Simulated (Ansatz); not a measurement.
# WSe2: the cost of one run

Program: Ansatz 0.2.0. Level of theory: DFT PBEsol, scalar-relativistic, plane waves, PAW. These are calculated values, not measurements.

1 further run of the same task is left out (set aside as unsound or not needed).

**1. Starting point**

Symmetry: P6_3/mmc, No. 194, hexagonal system. Conventional cell: a = 3.271 Å, b = 3.271 Å, c = 13.221 Å, α = 90.00°, β = 90.00°, γ = 120.00°. Around W (site symmetry -6m2) lie 6 Se at 2.52 Å. Around Se (site symmetry 3m) lie 3 W at 2.52 Å.

As a file:

```xyz
6
Lattice="3.2712 0.0000 0.0000 -1.6356 2.8329 0.0000 0.0000 0.0000 13.2207" Properties=species:S:1:pos:R:3 pbc="T T T"
W     0.0000    1.8886    3.3052
W     1.6356    0.9443    9.9155
Se    0.0000    1.8886    8.2416
Se    1.6356    0.9443    1.6312
Se    0.0000    1.8886   11.5894
Se    1.6356    0.9443    4.9791
```

This cell was relaxed beforehand with the same method: volume 20.42 Å³/atom, gap on the mesh 1.04 eV.

**2. The reference cell**

The reference gives a free energy of -42213.5340 eV, pressure 0.02 GPa, largest force 0.004 eV/Å and gap on the mesh 1.04 eV. It was computed beforehand with the settings of the runs below.

**3. Breaking the symmetry**

All Se atoms moved 0.8 Å in one direction. Displacements in the unstrained cell, with the mean shift removed:

```
atom  ux (Å)  uy (Å)  uz (Å)
  W1  -0.481  -0.005  -0.230
  W2  -0.481  -0.005  -0.230
 Se3   0.240   0.002   0.115
 Se4   0.240   0.002   0.115
 Se5   0.240   0.002   0.115
 Se6   0.240   0.002   0.115
```

**4. Single point of the disturbed structure**

Contents of input.yaml:

```yaml
crystal:
  lattice:
    - [3.2711504118, 0.0, 0.0]
    - [-1.6355752059, 2.8328993562, 0.0]
    - [0.0, 0.0, 13.2206672084]
  atoms:
    - { symbol: W, position: [0.1854917237, 0.6650430471, 0.2325694763] }
    - { symbol: W, position: [0.518825057, 0.3317097137, 0.7325694763] }
    - { symbol: Se, position: [0.4072541382, 0.6674784765, 0.6321014244] }
    - { symbol: Se, position: [0.7405874715, 0.3341451431, 0.1321014244] }
    - { symbol: Se, position: [0.4072541382, 0.6674784765, 0.8853290992] }
    - { symbol: Se, position: [0.7405874715, 0.3341451431, 0.3853290992] }
basis:
  ecutwfc: 420
kpoints:
  mp_grid: { grid: [12, 12, 2] }
hamiltonian:
  xc: pbesol
scf:
  occupations: { method: gaussian, width: 0.05 }
output:
  forces: true
  stress: true
  eigenvalues: true
  write_density: true
  write_potential: true
  elf: true
  volumetric_format: npy
```

The run is started by

```console
ansatz run input.yaml --threads 2 --pin off --max-ram 5120MiB --backend cpu --events-out ev --progress --plain --runs-dir out
```

Q: Estimate wall time and peak memory on 2 threads of Arm Neoverse V2, shared host.

About 51 s, with a peak of 0.87 GiB.
